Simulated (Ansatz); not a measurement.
## Mn

```xyz
2
Lattice="0.0000 2.4757 2.4757 2.4757 0.0000 2.4757 2.4757 2.4757 0.0000" Properties=species:S:1:pos:R:3 pbc="T T T"
Mn    0.0000    0.0000    0.0000
Mn    1.2379    1.2379    1.2379
```

Atoms are numbered in the order listed.

The structure comes from a relaxation in the same program, started in the diamond type, and has space group Fd-3m. Whether it is a known phase or the ground state wasn't checked.

The magnetic state is the one reached from the start moments; no search over orders was made, so it needn't be the ground state.

These are results of DFT, PBE, all-electron LAPW, scalar-relativistic in Ansatz 0.2.0, not measurements.

Settings: a Γ-centred 13×13×13 k mesh, Fermi–Dirac smearing of 0.05 eV, basis error target 0.5 meV/atom, spin-polarised from start moments Mn1 4, Mn2 4 μB.

```json
{"Moments in the spheres": "Mn1 1.58 μB", "Moment of the cell": "0.00 μB", "Band gap": "none at this level of theory (metallic, semimetallic, or a small gap that the functional closes)", "Volume per atom": "15.17 Å³"}
```

Problem. Pressure at this cell: what does the calculation give?

Solution. 8.20 GPa.

Problem. Predict this quantity. Density of states at the Fermi level (0.2 eV bin).

Solution. 0.23 states/eV per cell.
